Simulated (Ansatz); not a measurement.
# Ga2O: from a guess to a relaxed structure, part 2 of 2

Where does this trial cell of Ga2O go when cell and atoms are let free?

Ansatz 0.2.0; DFT PBE, scalar-relativistic, plane waves, PAW. The steps go on from the part before.

**5. Spin check on a coarse mesh**

The input, input.yaml:

```yaml
crystal:
  lattice:
    - [3.8714677321, 0.0, 0.0]
    - [0.0, 3.8714677321, 0.0]
    - [0.0, 0.0, 3.7828179679]
  atoms:
    - { symbol: Ga, position: [0.0, 0.0, 0.0] }
    - { symbol: Ga, position: [0.5, 0.5, 0.0] }
    - { symbol: O, position: [0.5, 0.5, 0.5], spin: 1.0 }
basis:
  ecutwfc: 420
kpoints:
  mp_grid: { grid: [4, 4, 4] }
hamiltonian:
  xc: pbe
scf:
  occupations: { method: gaussian, width: 0.1 }
  lower_state_search: "off"
output:
  forces: true
  stress: true
  eigenvalues: true
  populations: true
magnetization:
  spin_polarized: true
```

The run is started by

```sh
$ ansatz run input.yaml --threads 1 --pin off --max-ram 2560MiB --backend cpu --events-out ev --progress --plain --runs-dir out
```

Output (excerpt; [...] marks lines left out):

```text
[...]
SCF converged after 16 iterations
Magnetization: -0.0000 μB (16.0000 up, 16.0000 down)
Absolute magnetization: 0.0000 μB (∫|ρ↑−ρ↓|, with the PAW one-centre terms)
Spin contamination: 0.0000 ħ² per cell (⟨S²⟩ above its minimum at these occupations)
Per-site moments (μB) at R_I (Å): [(-2.79257849405332e-6, 1.1292356981865357), (-2.000917696430363e-7, 0.7802062058793751), (-6.641931019648043e-6, 0.7802062058793751)]
Free energy (F): -8131.886575 eV
[...]
E sigma→0 (E₀):  -8131.882360 eV
Entropy (-TS):   -0.008430 eV (-2.810 meV/atom)
Fermi energy:    6.366933 eV
[...]
--- Forces (eV/Å), atoms counted from 1 ---
  atom   1  Ga    -0.00000000     0.00000000     0.00000000
  atom   2  Ga     0.00000000     0.00000000     0.00000000
  atom   3  O      0.00000000    -0.00000000     0.00000000
[...]
--- Stress (GPa, compression-positive) ---
       -0.118540       0.000000       0.000000
        0.000000      -0.118540       0.000000
        0.000000       0.000000       1.082667
  P = ⅓ Tr σ = 0.2819 GPa (2.819 kbar)
--- Band table (eV; the first three rows and the last of 36) ---
  k-point 0 ↑: bands = ["-12.3788", "-8.9083", "-8.8901", "-8.8044", "-8.7944", "-8.7944", "-8.3127", "-8.2109", "-8.2018", "-8.2018", "-7.6618", "-1.1988", "0.8309", "3.1203", "3.1203", "7.6490", "8.4539", "8.4539", "10.2968", "11.4802", "14.4552"]
[...]
--- Löwdin populations: 3 sites ---
  site symbol       q [e]    m [muB]
     0     Ga     12.7225    -0.0000
     1     Ga     12.5392    -0.0000
     2      O      6.6304    -0.0000
  spilling = 0.003371 (of n_electrons = 32.000000)
```

Run time: 1.4 s. Hardware: 1 thread of AMD EPYC 9R45 (Zen 5), shared host; peak memory 0.38 GiB.

Per atom:

```
atom  Löwdin electrons
 Ga1             12.72
 Ga2             12.54
  O3              6.63
```

The same cell is solved with trial moments on O. The largest site moment that stays is 0.00 μB and the cell's total 0.00 μB. The workflow keeps spin only above 0.25 μB on a site, so the next run goes without spin.

**6. Relaxation on the finer mesh**

The end of the coarse run is made exact in the group found at a tolerance of 0.06 Å and reduced to its primitive cell.

The input, input.yaml:

```yaml
crystal:
  lattice:
    - [3.8714677321, 0.0, 0.0]
    - [0.0, 3.8714677321, 0.0]
    - [0.0, 0.0, 3.7828179679]
  atoms:
    - { symbol: Ga, position: [0.0, 0.0, 0.0] }
    - { symbol: Ga, position: [0.5, 0.5, 0.0] }
    - { symbol: O, position: [0.5, 0.5, 0.5] }
basis:
  ecutwfc: 420
kpoints:
  mp_grid: { grid: [12, 12, 12] }
hamiltonian:
  xc: pbe
scf:
  occupations: { method: gaussian, width: 0.1 }
output:
  forces: true
  stress: true
  eigenvalues: true
  write_density: true
  write_potential: true
  elf: true
  volumetric_format: npy
relax:
  adjacent_minimum: "off"
  f_tol: 0.01
  max_steps: 80
  cell: { stress_tol: 0.05 }
```

The run is started by

```sh
$ ansatz run input.yaml --threads 1 --pin off --max-ram 2560MiB --backend cpu --events-out ev --progress --plain --runs-dir out
```

Output (excerpt; [...] marks lines left out):

```text
Warning: RAYON_NUM_THREADS=1 ignored (pool sized by the plan → 1); use --threads N
[...]
[... 4 set-up lines as earlier in the session ...]
[...]
Crystal: 3 atoms, lattice volume = 56.698 Å³
Basis set: ecut = 420 eV, 1117 PW (Γ), exchange–correlation on 54×54×54 points (8 copies of the dense FFT grid, shifted against one another)
Bands: 20, of which v1, the nominal top of the filled ones, is band 16 counted from 1 (15 counted from 0)
Symmetry: 16 space group operations
Space group: P4/mmm (ITA 123), of the structure as read, at distance tolerance 3.8e-5 Å
k-points: 196 of 1728
[...]
SCF iter   1: F=—  HF=-8131.924770 eV  |F-HF|=—  |Δ(HF+E_count)|=         —  Δρ=4.50e-3  dr2=7.39e-3  ethr=1.77e-3  ⟨swp⟩=5.0  Hψ=15986  notcnv=0
[...]
        0.000000      -0.025689       0.000000
        0.000000       0.000000      -0.009502
  P = ⅓ Tr σ = -0.0203 GPa (-0.203 kbar)
--- Band table (eV; the first three rows and the last of 196) ---
  k-point 0: bands = ["-12.3066", "-8.8236", "-8.7874", "-8.7119", "-8.6899", "-8.6899", "-8.2335", "-8.1259", "-8.1259", "-8.1243", "-7.5857", "-1.1369", "0.9104", "3.2014", "3.2014", "7.8209", "8.5681", "8.5681", "10.4027", "11.5963"]
[...]
--- Relaxed structure (3 steps of the walk, 3 accepted, 1 SCFs on fresh bases) ---
  F+E_penalty+E_count = -8131.92534762 eV   max|allowed force component| = 3.182e-29 eV/Å   (the final SCF, on the basis selected at the relaxed cell)
  cell:  # Å, volume = 56.1216 Å³
    - [3.85308437516727, 9.704292766551899e-35, 0.0]
    - [9.704292766551899e-35, 3.85308437516727, 0.0]
    - [0.0, 0.0, 3.780181628888302]
  atoms:
    - { symbol: Ga, position: [-1.684514802080502e-36, -2.5973029580708e-37, 0.0] }
    - { symbol: Ga, position: [0.49999999999999994, 0.49999999999999994, 0.0] }
    - { symbol: O, position: [0.49999999999999994, 0.49999999999999994, 0.4999999999999999] }
```

It took 15 s on 1 thread of AMD EPYC 9R45 (Zen 5), shared host; peak memory 0.55 GiB.

The steps of the relaxation:

| step | energy from step 1 (eV/cell) | largest force component (eV/Å) | pressure (GPa) | volume (Å³) |
| --- | --- | --- | --- | --- |
| 1 | 0.0000 | 0.0000 | -0.41 | 56.70 |
| 2 | -0.0015 | 0.0000 | -0.09 | 56.25 |
| 3 | -0.0017 | 0.0000 | 0.00 | 56.12 |
| 4 | -0.0008 | 0.0000 | -0.02 | 56.12 |

Step 1 is the start. Step 4 repeats the geometry before it on a plane-wave basis chosen anew for that cell, so its energy need not be comparable with the rows above.

|  | before | after | change |
| --- | --- | --- | --- |
| a (Å) | 3.871 | 3.853 | -0.5 % |
| b (Å) | 3.871 | 3.853 | -0.5 % |
| c (Å) | 3.783 | 3.780 | -0.1 % |
| volume (Å³/atom) | 18.90 | 18.71 | -1.0 % |
| shortest distance (Å) | 1.891 | 1.890 | -0.1 % |
| space group (0.01 Å) | P4/mmm | P4/mmm | same |

The run keeps the 16 symmetry operations of the start, so it could not have lowered the symmetry.

Density in a lattice plane of the grid's cell (edges 3.85 and 3.78 Å, at 0.500 of the third edge), which holds Ga and O.

Ten even steps from ' ' (0.02 e/Å³) to '@' (52.53 e/Å³):
```
                    ::==**==::                  
                      ..::..                    
                                                
                                                
                                                
                                                
                                                
                                                
                      ......                    
                      ......                    
                      ......                    
                                                
                                                
                                                
                                                
                                                
                                                
                      ..::..                    
                    ::==**==::                  
                  ..--##@@##--..                
```
Columns run along the first of these edges and rows up along the second, over one cell in 24 and 20 even steps from the bottom left corner. Atoms in the plane (fractional): Ga at (0.50, 0.00), O at (0.50, 0.50).

ELF in the same plane.

Ten even steps from ' ' (0.01) to '@' (0.83):
```
------------::::::..          ..::::::----------
::::--------::::::..          ..::::::--------::
..::::::::::::::::::..........::::::::::::::::::
........::::::::::::::::::::::::::::::::::......
      ......::::------======------::::......    
        ....::==++**##########**++==::....      
        ..::==**##%%@@@@@@@@@@%%##**==::..      
      ..::==**%%@@@@@@%%##%%@@@@@@%%**==::..    
      ..--++##@@@@@@%%**++**%%@@@@@@##++--..    
      ..--++%%@@@@@@%%++--++%%@@@@@@%%++--..    
      ..--++##@@@@@@%%**++**%%@@@@@@##++--..    
      ..::==**%%@@@@@@%%##%%@@@@@@%%**==::..    
        ..::==**##%%@@@@@@@@@@%%##**==::..      
        ....::==++**##########**++==::....      
      ......::::------======------::::......    
........::::::::::::::::::::::::::::::::::......
..::::::::::::::::::..........::::::::::::::::::
::::--------::::::..          ..::::::--------::
------------::::::..          ..::::::----------
------------::::..    ..--..    ..::::----------
```
Columns run along the first of these edges and rows up along the second, over one cell in 24 and 20 even steps from the bottom left corner. Atoms in the plane (fractional): Ga at (0.50, 0.00), O at (0.50, 0.50).

Both are smooth fields of the valence electrons: close to the nuclei they are not physical.

The highest ELF values outside the cores: 0.84 beside O, off the lines to its neighbours, 0.6 Å from O; 0.50 on the Ga–Ga line, 1.4 Å from Ga.

**7. Changed: mp_grid.shift [0.5, 0.5, 0.5], dr2_threshold 1.0e-05**

The input, input.yaml:

```yaml
crystal:
  lattice:
    - [3.8530843752, 0.0, 0.0]
    - [0.0, 3.8530843752, 0.0]
    - [0.0, 0.0, 3.7801816289]
  atoms:
    - { symbol: Ga, position: [0.0, 0.0, 0.0] }
    - { symbol: Ga, position: [0.5, 0.5, 0.0] }
    - { symbol: O, position: [0.5, 0.5, 0.5] }
basis:
  ecutwfc: 420
kpoints:
  mp_grid: { grid: [12, 12, 12], shift: [0.5, 0.5, 0.5] }
hamiltonian:
  xc: pbe
scf:
  occupations: { method: gaussian, width: 0.1 }
  convergence: { dr2_threshold: 1.0e-05 }
output:
  forces: true
  eigenvalues: true
  stress: true
```

The run is started by

```sh
$ ansatz run input.yaml --threads 1 --pin off --max-ram 2560MiB --backend cpu --events-out ev --progress --plain --runs-dir out
```

Output (excerpt; [...] marks lines left out):

```text
Warning: scf.convergence.dr2_threshold = 1e-5 eV is looser than this run's default, which is 1e-7 eV or tighter. The error in the forces grows as the threshold's square root, so leave the key out unless less accurate forces are enough
Warning: output.stress: scf.convergence.dr2_threshold = 1e-5 eV is looser than the 3e-10 eV advised for a printed stress (1e-10 eV for each atom of the cell: 3). What an SCF threshold leaves in a stress goes as its square root, and in the free energy as the threshold itself, and one [...]
Warning: RAYON_NUM_THREADS=1 ignored (pool sized by the plan → 1); use --threads N
[...]
[... 4 set-up lines as earlier in the session ...]
[...]
Crystal: 3 atoms, lattice volume = 56.122 Å³
Basis set: ecut = 420 eV, 1093 PW (Γ), exchange–correlation on 54×54×54 points (8 copies of the dense FFT grid, shifted against one another)
Bands: 20, of which v1, the nominal top of the filled ones, is band 16 counted from 1 (15 counted from 0)
[... 2 set-up lines as earlier in the session ...]
k-points: 126 of 1728
[...]
SCF iter   1: F=—  HF=-8131.927937 eV  |F-HF|=—  |Δ(HF+E_count)|=         —  Δρ=4.80e-3  dr2=9.81e-3  ethr=1.77e-3  ⟨swp⟩=5.0  Hψ=10240  notcnv=0
[...]
SCF iter   6: F=-8131.927334 eV  HF=-8131.927334 eV  |F-HF|=6.26e-8  |Δ(HF+E_count)|=   3.70e-7  Δρ=1.04e-5  dr2=4.60e-8  ethr=5.31e-9  ⟨swp⟩=2.2  Hψ=9604  notcnv=0
[...]
SCF converged after 6 iterations
Free energy (F): -8131.927334 eV
[...]
E sigma→0 (E₀):  -8131.924500 eV
Entropy (-TS):   -0.005667 eV (-1.889 meV/atom)
Fermi energy:    6.416183 eV
[...]
--- Forces (eV/Å), atoms counted from 1 ---
  atom   1  Ga    -0.00000000     0.00000000     0.00000000
  atom   2  Ga     0.00000000    -0.00000000    -0.00000000
  atom   3  O     -0.00000000    -0.00000000    -0.00000000
[...]
--- Stress (GPa, compression-positive) ---
       -0.152690       0.000000      -0.000000
        0.000000      -0.152690      -0.000000
       -0.000000      -0.000000      -0.012532
  P = ⅓ Tr σ = -0.1060 GPa (-1.060 kbar)
--- Band table (eV; the first three rows and the last of 126) ---
  k-point 0: bands = ["-12.3166", "-8.8106", "-8.7744", "-8.6981", "-8.6785", "-8.6777", "-8.2356", "-8.1341", "-8.1332", "-8.1287", "-7.6022", "-1.1854", "0.9569", "3.1715", "3.2071", "7.4941", "8.4391", "8.9639", "10.2959", "11.8136"]
[...]
```

It took 2.1 s on 1 thread of AMD EPYC 9R45 (Zen 5), shared host; peak memory 0.45 GiB.

| run | ending | energy change | pressure (GPa) | gap (eV) | force (eV/Å) | cycles | time |
| --- | --- | --- | --- | --- | --- | --- | --- |
| step 6 | converged | 0 | 0.0 | 0.00 | 0.00 | - | 15 s |
| variant | converged | -0.7 meV/atom | -0.1 | 0.00 | 0.00 | 6 | 2.1 s |

Changing the k-point mesh and convergence setting moves the energy by -0.7 meV/atom. Sampling errors of the energy have no fixed sign.

**8. Outcome**

This closing draws on all 2 parts. Changes of volume or cell count from the first structure of part 1.

```
                                                              quantity                                                                      value
                                symmetry at the end (tolerance 0.05 Å)                                               space group P4/mmm (No. 123)
                                                     conventional cell  a = 3.853 Å, b = 3.853 Å, c = 3.780 Å, α = 90.00°, β = 90.00°, γ = 90.00°
                                                                volume                                                              18.71 Å³/atom
energy over the elements (uncorrected; H, N, O, F and Cl as molecules)                                                              -0.30 eV/atom
                                                       gap on the mesh                                                               none (metal)
```

The symmetry goes from space group Cmmm (No. 65) to space group P4/mmm (No. 123), and the volume per atom grows by 26.1 % from the first guess. A negative formation energy is needed for stability but isn't enough; other structures and compounds were not set against it here. No finished test with a distortion of lower symmetry is shown, so the end may be a saddle point. A spin-polarised run here lost its starting moments, which speaks against magnetism, though one start doesn't rule it out. Other magnetic orders were not searched.
